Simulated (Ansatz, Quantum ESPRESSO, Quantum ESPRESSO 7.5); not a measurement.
## Band line-up of the AlAs/MgS(110) superlattice, 5 + 5 layers, a = 5.601 Å

Wanted: the band alignment of the AlAs/MgS(110) superlattice, 5 + 5 layers, a = 5.601 Å.

Program: Quantum ESPRESSO 7.5. Level of theory: plane-wave DFT, LDA, GBRV ultrasoft pseudopotentials (cross-check by Ansatz 0.2.0 with PAW datasets). Results are calculated unless marked as measured.

## 1. The starting structure

The cell holds 20 atoms: 5 Al, 5 As, 5 Mg and 5 S. Cell: a = 5.601 Å, b = 3.961 Å, c = 19.803 Å, α = 90.0°, β = 90.0°, γ = 90.0°. Regions: AlAs, 10 atoms (5 Al and 5 As); MgS, 10 atoms (5 Mg and 5 S). The structure's axis is c.

## 2. The superlattice in Ansatz, atoms held

The atoms stay on the ideal cubic sites, so that each half of the superlattice is the very crystal whose bulk edges are computed below.

Contents of input.yaml:

```yaml
crystal:
  lattice:
    - [5.601, 0.0, 0.0]
    - [0.0, 3.9605050814, 0.0]
    - [0.0, 0.0, 19.8025254071]
  atoms:
    - { symbol: Al, position: [0.0, 0.0, 0.0] }
    - { symbol: As, position: [0.25, 0.5, 0.0] }
    - { symbol: Al, position: [0.5, 0.5, 0.1] }
    - { symbol: As, position: [0.75, 0.0, 0.1] }
    - { symbol: Al, position: [0.0, 0.0, 0.2] }
    - { symbol: As, position: [0.25, 0.5, 0.2] }
    - { symbol: Al, position: [0.5, 0.5, 0.3] }
    - { symbol: As, position: [0.75, 0.0, 0.3] }
    - { symbol: Al, position: [0.0, 0.0, 0.4] }
    - { symbol: As, position: [0.25, 0.5, 0.4] }
    - { symbol: Mg, position: [0.5, 0.5, 0.5] }
    - { symbol: S, position: [0.75, 0.0, 0.5] }
    - { symbol: Mg, position: [0.0, 0.0, 0.6] }
    - { symbol: S, position: [0.25, 0.5, 0.6] }
    - { symbol: Mg, position: [0.5, 0.5, 0.7] }
    - { symbol: S, position: [0.75, 0.0, 0.7] }
    - { symbol: Mg, position: [0.0, 0.0, 0.8] }
    - { symbol: S, position: [0.25, 0.5, 0.8] }
    - { symbol: Mg, position: [0.5, 0.5, 0.9] }
    - { symbol: S, position: [0.75, 0.0, 0.9] }
kpoints:
  mp_grid: { grid: [6, 8, 1] }
hamiltonian:
  xc: lda
scf:
  occupations: { method: fermi_dirac, width: 0.02 }
  convergence: { dr2_threshold: 1.0e-08 }
output:
  eigenvalues: true
  write_potential: true
  write_density: true
  volumetric_format: npy
checkpoint:
  write: relax.run
  compress: false
  write_wavefunctions: false
```

Command:

```
$ ansatz run input.yaml --threads 4 --pin off --max-ram 8192MiB --backend cpu --events-out ev --progress --plain --runs-dir out
```

Numbers of over 12 decimals in the logs are rounded to 6 here.

Output:

```text
Engine: ansatz 0.2.0, x86_64-unknown-linux-gnu
Pseudopotentials: kind: paw
Pseudopotential: Al, paw, valence charge 3, recommended cutoff 420 eV (normal), Al.paw.azcp
Pseudopotential: As, paw, valence charge 15, recommended cutoff 420 eV (normal), As.paw.azcp
Pseudopotential: Mg, paw, valence charge 10, recommended cutoff 420 eV (normal), Mg.paw.azcp
Pseudopotential: S, paw, valence charge 6, recommended cutoff 420 eV (normal), S.paw.azcp
Functional definition: SPW92
  exchange = slater_x
  correlation = pw_c
Crystal: 20 atoms, lattice volume = 439.275 Å³
Basis set: ecut = 420 eV, 8617 PW (Γ)
Bands: 105, of which v1, the nominal top of the filled ones, is band 85 counted from 1 (84 counted from 0)
Symmetry: 4 space group operations
Space group: Pmm2 (ITA 25), of the structure as read, at distance tolerance 7.6e-5 Å
k-points: 20 of 48 (time reversal used)
Non-local potential: Al, projectors of the file, l = 0: 2, l = 1: 2, l = 2: 1
Non-local potential: As, projectors of the file, l = 0: 2, l = 1: 2, l = 2: 3, l = 3: 1
Non-local potential: Mg, projectors of the file, l = 0: 3, l = 1: 2, l = 2: 1
Non-local potential: S, projectors of the file, l = 0: 2, l = 1: 2, l = 2: 2
PAW form: soft (Blöchl's): semilocal exchange-correlation on the pseudo side does not see the compensation charge
PAW frozen core: Al, regenerated for the run's functional, and the local potential with it (the file was generated under x = pbe(κ = 0.804, μ = 0.219515), c = pbe(β = 0.066725))
PAW frozen core: As, regenerated for the run's functional, and the local potential with it (the file was generated under x = pbe(κ = 0.804, μ = 0.219515), c = pbe(β = 0.066725))
PAW frozen core: Mg, regenerated for the run's functional, and the local potential with it (the file was generated under x = pbe(κ = 0.804, μ = 0.219515), c = pbe(β = 0.066725))
PAW frozen core: S, regenerated for the run's functional, and the local potential with it (the file was generated under x = pbe(κ = 0.804, μ = 0.219515), c = pbe(β = 0.066725))
PAW one-centre angular grid: Al, 110 points (default); XC on 64 Gauss nodes
PAW one-centre angular grid: As, 590 points (default); XC on 64 Gauss nodes
PAW one-centre angular grid: Mg, 110 points (default); XC on 64 Gauss nodes
PAW one-centre angular grid: S, 110 points (default); XC on 64 Gauss nodes
Initial density: superposition of atomic densities (neutral atoms: chi_scale 0, normalization atom), corrected by the library's trained network
Initial wavefunctions: pseudopotential atomic-orbital guess
Functional: x = slater, c = lda
SCF iter   1: F=—  HF=-40306.900800 eV  |F-HF|=—  |Δ(HF+E_count)|=         —  Δρ=5.31e-3  dr2=8.42e-2  ethr=1.77e-3  ⟨swp⟩=6.7  Hψ=8219  notcnv=0  defer=72
preconditioner: auto → Resta (q_TF=auto, 2.329 Å⁻¹)  ε∞=4.1  [insulator: Δε(μ)=1.513 eV  Ē_g=9.061 eV  σ=0.020 eV  W_gap=1.00  n_scr=104 (ndim 8)  ℏωp=15.8 eV  f_vac=0.009  D(μ)=0.00/eV (n_scr^D=0)  ε∞_Penn≈4.1]
SCF iter   2: F=—  HF=-40306.870281 eV  |F-HF|=—  |Δ(HF+E_count)|=   3.05e-2  Δρ=2.60e-3  dr2=2.23e-2  ethr=4.95e-5  ⟨swp⟩=2.1  Hψ=4241  notcnv=0  defer=286
SCF iter   3: F=—  HF=-40306.864133 eV  |F-HF|=—  |Δ(HF+E_count)|=   6.15e-3  Δρ=5.97e-4  dr2=1.33e-3  ethr=1.31e-5  ⟨swp⟩=2.8  Hψ=3443  notcnv=0  defer=286
SCF iter   4: F=—  HF=-40306.863965 eV  |F-HF|=—  |Δ(HF+E_count)|=   1.68e-4  Δρ=1.27e-4  dr2=8.02e-5  ethr=7.84e-7  ⟨swp⟩=2.0  Hψ=3114  notcnv=0  defer=286
SCF iter   5: F=—  HF=-40306.863911 eV  |F-HF|=—  |Δ(HF+E_count)|=   5.36e-5  Δρ=5.19e-5  dr2=1.12e-5  ethr=4.72e-8  ⟨swp⟩=2.0  Hψ=3114  notcnv=0  defer=286
SCF iter   6: F=—  HF=-40306.863985 eV  |F-HF|=—  |Δ(HF+E_count)|=   7.40e-5  Δρ=1.22e-5  dr2=1.37e-6  ethr=6.56e-9  ⟨swp⟩=2.0  Hψ=2938  notcnv=0  defer=286
SCF iter   7: F=—  HF=-40306.863985 eV  |F-HF|=—  |Δ(HF+E_count)|=   2.06e-7  Δρ=3.23e-6  dr2=1.49e-7  ethr=8.06e-10  ⟨swp⟩=2.0  Hψ=2923  notcnv=0  defer=286
SCF iter   8: F=—  HF=-40306.863985 eV  |F-HF|=—  |Δ(HF+E_count)|=  7.06e-10  Δρ=1.19e-6  dr2=1.17e-8  ethr=8.77e-11  ⟨swp⟩=2.0  Hψ=2404  notcnv=0  defer=286
SCF iter   9: F=-40306.863985 eV  HF=-40306.863985 eV  |F-HF|=7.79e-10  |Δ(HF+E_count)|=   1.85e-9  Δρ=2.76e-7  dr2=4.35e-10  ethr=5.88e-12  ⟨swp⟩=11.2  Hψ=8821  notcnv=0
SCF 1 converged in 9 iterations: F = -40306.863985 eV  dr2 = 4.35e-10
  greatest PAW one-centre occupation: 1.000 electrons in one spin orbital (limit 2), on the Mg atom at site 10 (counted from 0), in its partial waves of l = 1
SCF converged after 9 iterations
Free energy (F): -40306.863985 eV
Harris-Foulkes:  -40306.863985 eV  (|F-HF|=7.79e-10)
Internal energy: -40306.863985 eV  (E = F + TS)
E sigma→0 (E₀):  -40306.863985 eV
Fermi energy:    6.416941 eV
--- Per-component energies (eV) ---
  E_band       = -3171.063516
  E_kinetic    = 1566.265710
  E_local      = -20386.122056  (includes V_loc(G=0)·N_el)
  E_nonlocal   = -2643.004164
  E_hartree    = 9264.615030
  E_xc         = -1224.423687
  E_vxc        = -1180.445872  (∫ρ·V_xc dr)
  E_paw        = -15186.516829  (= ΣΔE_a)
  E_vpaw       = 943.012338  (= ΣTr[D̂ρ^β])
  E_aug_tail   = 0.000029  (compensation charges beyond the density's cutoff)
  E_ewald      = -11709.851137
  E_core_change = 12.173117  (= ΣΔE_core)
  E_smearing   = -0.000000  (= −TS)
  E_closure    = -0.000000  (closes the sum)
  Σ components = -40306.863985   (vs F -40306.863985, Δ=0.00e0)
--- Band table (eV; the first three rows and the last of 20) ---
  k-point 0: bands = [... 81 lower, 5.1779, 5.4039, 5.4163, 5.6594, 7.1745, 7.4734, 7.8885, 7.9314, ... 16 higher]
  k-point 1: bands = [... 81 lower, 4.7617, 4.8356, 5.2292, 5.2463, 7.5602, 8.0638, 8.6142, 8.6143, ... 16 higher]
  k-point 2: bands = [... 81 lower, 4.2841, 4.2843, 4.6552, 5.1902, 8.0660, 8.2569, 8.2818, 8.6899, ... 16 higher]
  k-point 19: bands = [... 81 lower, 4.1751, 4.5754, 4.7634, 4.9064, 7.8592, 8.4624, 8.9785, 9.3221, ... 16 higher]
```

Elapsed: 23 s, on 4 threads of Intel Xeon Platinum 8223CL at 3.00GHz (Skylake/Cascade Lake), shared host; peak memory 1.6 GiB.

Read from the output:

| Item | Value |
| --- | --- |
| free energy | -40306.8640 eV |
| Fermi energy | 6.417 eV |
| gap by band count | 1.515 eV |
| symmetry operations | 4 |

## 3. Self-consistent run of bulk AlAs

Each bulk is run alone at the common lattice constant, to place its band edges against its own mean potential.

Level of this step: plane-wave DFT, LDA, GBRV ultrasoft pseudopotentials (Quantum ESPRESSO 7.5).

System of this step: AlAs, zinc blende at a = 5.601 Å. It takes space group F-43m (No. 216, cubic). The conventional cell has a = 5.601 Å, b = 5.601 Å, c = 5.601 Å, α = 90.00°, β = 90.00°, γ = 90.00°. Nearest to Al lie 4 As at 2.43 Å. As has 4 Al at 2.43 Å nearest. Farther neighbours are not listed.

Contents of a.in:

```
&control
  prefix = 'a'
  outdir = './out'
  pseudo_dir = './pseudo'
  calculation = 'scf'
  tprnfor = .true.
/
&system
  ibrav = 0
  nat = 4
  ntyp = 2
  ecutwfc = 40
  ecutrho = 200
  occupations = 'smearing'
  smearing = 'fd'
  degauss = 0.002
/
&electrons
  conv_thr = 1e-07
  mixing_beta = 0.5
  electron_maxstep = 120
/
ATOMIC_SPECIES
  Al  26.9815  al_lda_v1.uspp.F.UPF
  As  74.9216  as_lda_v1.uspp.F.UPF
CELL_PARAMETERS angstrom
  5.60100000000000 0.00000000000000 0.00000000000000
  0.00000000000000 3.96050508142585 0.00000000000000
  0.00000000000000 0.00000000000000 3.96050508142585
ATOMIC_POSITIONS crystal
  Al  0.000000000000 0.000000000000 0.000000000000
  As  0.250000000000 0.500000000000 0.000000000000
  Al  0.500000000000 0.500000000000 0.500000000000
  As  0.750000000000 0.000000000000 0.500000000000
K_POINTS automatic
  6 8 8 0 0 0
```

Command:

```
$ OMP_NUM_THREADS=1 mpirun -n 4 pw.x -nk 4 -in a.in > a.out
```

Output:

```text
Program PWSCF v.7.5 starts
[citation notice left out]

     Parallel version (MPI & OpenMP), running on       4 processor cores
     Number of MPI processes:                 4
     Threads/MPI process:                     1

     MPI processes distributed on     1 nodes
[...]
Current dimensions of program PWSCF are:
     Max number of different atomic species (ntypx) = 10
     Max number of k-points (npk) =  40000
     Max angular momentum in pseudopotentials (lmaxx) =  4
     Found identity + ( -0.5000 -0.5000 -0.5000) symmetry
     This is a supercell, fractional translations are disabled
     Message from routine setup:
     using ibrav=0 with symmetry is DISCOURAGED, use correct ibrav instead

     K-points division:     npool     =       4
     Subspace diagonalization in iterative solution of the eigenvalue problem:
     a serial algorithm will be used

     G-vector sticks info
     --------------------
     sticks:   dense  smooth     PW     G-vecs:    dense   smooth      PW
     Sum        1259    1009    311                28315    20271    3411

     Using Slab Decomposition

     bravais-lattice index     =            0
     lattice parameter (alat)  =      10.5844  a.u.
     unit-cell volume          =     592.8753 (a.u.)^3
     number of atoms/cell      =            4
     number of atomic types    =            2
     number of electrons       =        16.00
     number of Kohn-Sham states=           12
     kinetic-energy cutoff     =      40.0000  Ry
     charge density cutoff     =     200.0000  Ry
     scf convergence threshold =      1.0E-07
     mixing beta               =       0.5000
     number of iterations used =            8  plain     mixing
     Exchange-correlation= SLA  PZ   NOGX NOGC
                           (   1   1   0   0   0   0   0)

     celldm(1)=  10.584356  celldm(2)=   0.000000  celldm(3)=   0.000000
     celldm(4)=   0.000000  celldm(5)=   0.000000  celldm(6)=   0.000000

     crystal axes: (cart. coord. in units of alat)
               a(1) = (   1.000000   0.000000   0.000000 )
               a(2) = (   0.000000   0.707107   0.000000 )
               a(3) = (   0.000000   0.000000   0.707107 )

     reciprocal axes: (cart. coord. in units 2 pi/alat)
               b(1) = (  1.000000  0.000000  0.000000 )
               b(2) = (  0.000000  1.414214  0.000000 )
               b(3) = (  0.000000  0.000000  1.414214 )

     PseudoPot. # 1 for Al read from file:
     ./pseudo/al_lda_v1.uspp.F.UPF
     Pseudo is Ultrasoft + core correction, Zval =  3.0
     Generated by new atomic code, or converted to UPF format
     Using radial grid of  893 points,  3 beta functions with:
                l(1) =   0
                l(2) =   1
                l(3) =   2
     Q(r) pseudized with  8 coefficients,  rinner =    0.900   0.900   0.900
                                                       0.900   0.900

     PseudoPot. # 2 for As read from file:
     ./pseudo/as_lda_v1.uspp.F.UPF
     Pseudo is Ultrasoft + core correction, Zval =  5.0
     Generated by new atomic code, or converted to UPF format
     Using radial grid of  875 points,  6 beta functions with:
                l(1) =   0
                l(2) =   0
                l(3) =   1
                l(4) =   1
                l(5) =   2
                l(6) =   2
     Q(r) pseudized with  8 coefficients,  rinner =    1.300   1.300   1.300
                                                       1.300   1.300

     atomic species   valence    mass     pseudopotential
     Al                3.00    26.98150     Al( 1.00)
     As                5.00    74.92160     As( 1.00)

      8 Sym. Ops. (no inversion) found

   Cartesian axes

     site n.     atom                  positions (alat units)
         1        Al     tau(   1) = (   0.0000000   0.0000000   0.0000000  )
         2        As     tau(   2) = (   0.2500000   0.3535534   0.0000000  )
         3        Al     tau(   3) = (   0.5000000   0.3535534   0.3535534  )
         4        As     tau(   4) = (   0.7500000   0.0000000   0.3535534  )

     number of k points=    60  Fermi-Dirac smearing, width (Ry)=  0.0020
                       cart. coord. in units 2pi/alat
        k(    1) = (   0.0000000   0.0000000   0.0000000), wk =   0.0052083
        k(    2) = (   0.0000000   0.0000000   0.1767767), wk =   0.0208333
        k(    3) = (   0.0000000   0.0000000   0.3535534), wk =   0.0208333
        k(    4) = (   0.0000000   0.0000000   0.5303301), wk =   0.0208333
        k(    5) = (   0.0000000   0.0000000  -0.7071068), wk =   0.0104167
        k(    6) = (   0.0000000   0.1767767   0.1767767), wk =   0.0208333
        k(    7) = (   0.0000000   0.1767767   0.3535534), wk =   0.0416667
        k(    8) = (   0.0000000   0.1767767   0.5303301), wk =   0.0416667
        k(    9) = (   0.0000000   0.1767767  -0.7071068), wk =   0.0208333
        k(   10) = (   0.0000000   0.3535534   0.3535534), wk =   0.0208333
[...]
k(   60) = (  -0.5000000  -0.7071068  -0.7071068), wk =   0.0052083

     Dense  grid:    28315 G-vectors     FFT dimensions: (  48,  36,  36)

     Smooth grid:    20271 G-vectors     FFT dimensions: (  45,  32,  32)

     Estimated max dynamical RAM per process >      49.37 MB

     Estimated total dynamical RAM >     176.75 MB

     Initial potential from superposition of free atoms

     starting charge      15.9952, renormalised to      16.0000
     Starting wfcs are   16 randomized atomic wfcs

     total cpu time spent up to now is        1.4 secs

     per-process dynamical memory:    30.4 Mb

     Self-consistent Calculation

     iteration #  1     ecut=    40.00 Ry     beta= 0.50
     Davidson diagonalization with overlap
     ethr =  1.00E-02,  avg # of iterations =  3.1

     Threshold (ethr) on eigenvalues was too large:
     Diagonalizing with lowered threshold

     Davidson diagonalization with overlap
     ethr =  8.42E-04,  avg # of iterations =  1.2

     total cpu time spent up to now is        2.6 secs

     total energy              =     -93.02164955 Ry
     estimated scf accuracy    <       0.13735492 Ry

     iteration #  2     ecut=    40.00 Ry     beta= 0.50
[...]
total energy              =     -93.03584669 Ry
     estimated scf accuracy    <       0.01196415 Ry

     iteration #  3     ecut=    40.00 Ry     beta= 0.50
[...]
total energy              =     -93.03604800 Ry
     estimated scf accuracy    <       0.00171137 Ry

     iteration #  4     ecut=    40.00 Ry     beta= 0.50
[...]
total energy              =     -93.03619329 Ry
     estimated scf accuracy    <       0.00001431 Ry

     iteration #  5     ecut=    40.00 Ry     beta= 0.50
[...]
total energy              =     -93.03622284 Ry
     estimated scf accuracy    <       0.00000120 Ry

     iteration #  6     ecut=    40.00 Ry     beta= 0.50
[...]
total energy              =     -93.03622354 Ry
     estimated scf accuracy    <       0.00000017 Ry

     iteration #  7     ecut=    40.00 Ry     beta= 0.50
[...]
End of self-consistent calculation

          k = 0.0000 0.0000 0.0000 (  2509 PWs)   bands (ev):

    -7.1873  -5.1212  -0.6523   2.6665   2.6665   4.9334   4.9336   4.9336
     6.2112   7.0114   7.1181   9.2188

          k = 0.0000 0.0000 0.1768 (  2525 PWs)   bands (ev):

    -7.0807  -5.1150  -0.5693   2.0862   2.7660   3.9093   4.6203   4.9010
     6.5884   7.7572   7.8792   9.2012

          k = 0.0000 0.0000 0.3536 (  2535 PWs)   bands (ev):

    -6.7734  -5.1515  -0.3804   1.3464   2.4159   3.0531   3.8194   4.7646
     7.0521   8.4145   9.3709   9.6244

          k = 0.0000 0.0000 0.5303 (  2543 PWs)   bands (ev):

    -6.3101  -5.3592  -0.1857   1.1449   1.3135   2.8337   3.4889   4.4585
     7.6381   8.6585   9.8847  10.1291

          k = 0.0000 0.0000-0.7071 (  2556 PWs)   bands (ev):

    -5.7866  -5.7866   0.2560   0.2562   1.9237   1.9238   3.9965   3.9966
     8.2908   8.2910  10.8723  10.8739

          k = 0.0000 0.1768 0.1768 (  2541 PWs)   bands (ev):

    -6.9750  -5.1033  -0.4939   2.1113   2.2664   3.5218   4.4077   4.4079
     7.3248   8.2698   8.4556   8.5372

[...]
the Fermi energy is     5.6226 ev

!    total energy              =     -93.03622358 Ry
     estimated scf accuracy    <       0.00000007 Ry
     smearing contrib. (-TS)   =      -0.00000000 Ry
     internal energy E=F+TS    =     -93.03622358 Ry

     The total energy is F=E-TS. E is the sum of the following terms:
     one-electron contribution =       8.59026479 Ry
     hartree contribution      =       3.19855680 Ry
     xc contribution           =     -70.82328082 Ry
     ewald contribution        =     -34.00176436 Ry

     convergence has been achieved in   7 iterations

     Forces acting on atoms (cartesian axes, Ry/au):

     atom    1 type  1   force =     0.00000000    0.00000000    0.00000000
     atom    2 type  2   force =    -0.00000798    0.00000000    0.00000000
     atom    3 type  1   force =     0.00000000    0.00000000    0.00000000
     atom    4 type  2   force =     0.00000798    0.00000000    0.00000000

     Total force =     0.000011     Total SCF correction =     0.000148
     SCF correction compared to forces is large: reduce conv_thr to get better values

[...]
=------------------------------------------------------------------------------=
   JOB DONE.
=------------------------------------------------------------------------------=
```

It took 7.9 s on 4 MPI ranks; peak memory 0.36 GiB; 31 s of CPU time.

This step gave:

| Item | Value |
| --- | --- |
| free energy | -1265.8223 eV |
| Fermi energy | 5.623 eV |

The run needed 7 iterations to bring the estimated error under 1e-07 Ry.

(Part 1 of 7 ends here.)

[Logs are printed without paths, hosts, clocks, repeated set-up lines and the standing remarks that a program may print on its own settings, such as how far it seeks lower states.]

[Hosts, paths, dates, database ids (printed as entryN), source tags and the programs' standing remarks are cut or masked in the printed files.]

[Maps of the electrostatic potential energy from Ansatz leave out the sawtooth potential of an applied field or a dipole correction, so their vacuum need not be flat; planar profiles and work functions include it.]
